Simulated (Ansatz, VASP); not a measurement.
## PbS in VASP and in Ansatz

```
Pb S
1.0
     2.75980   -2.95874   -0.05955
     2.83156    3.03044    0.04231
    -2.03086    0.35362   22.02176
Pb S
2 2
Direct
  0.73386 0.72619 0.93731
  0.27728 0.26696 0.06349
  0.23981 0.21391 0.94334
  0.78965 0.75233 0.05587
```

Alike in both runs: task single point; functional PBEsol; k mesh 6 × 6 × 2; occupations gaussian, width 0.02 eV; no spin polarisation.

|  | VASP | Ansatz |
| --- | --- | --- |
| version | VASP 6.6.1 | Ansatz 0.2.0 |
| potentials or method | VASP PAW PBE potentials, release 64 (Pb_d, S) | scalar-relativistic, plane waves, PAW |
| plane-wave cutoff (eV) | 520 | 420 |
| valence electrons in the cell | 40 | 40 |

VASP gave:

* gap on the k mesh at the Fermi level (eV): 1.61
* least direct gap on the mesh (eV): 1.75
* rms of the force components (eV/Å): 0.192

Problem. What did Ansatz give for the same quantities?

Solution. gap on the k mesh at the Fermi level (eV): 1.61; least direct gap on the mesh (eV): 1.75; rms of the force components (eV/Å): 0.193.

Atom by atom the forces differ by 0.002 eV/Å (rms over components).

Caveats: the PAW data sets were made with another functional, which shifts forces and pressure a little (VASP); spin-orbit coupling is left out, which as a rule narrows the gap of such compounds by several tenths of an eV.
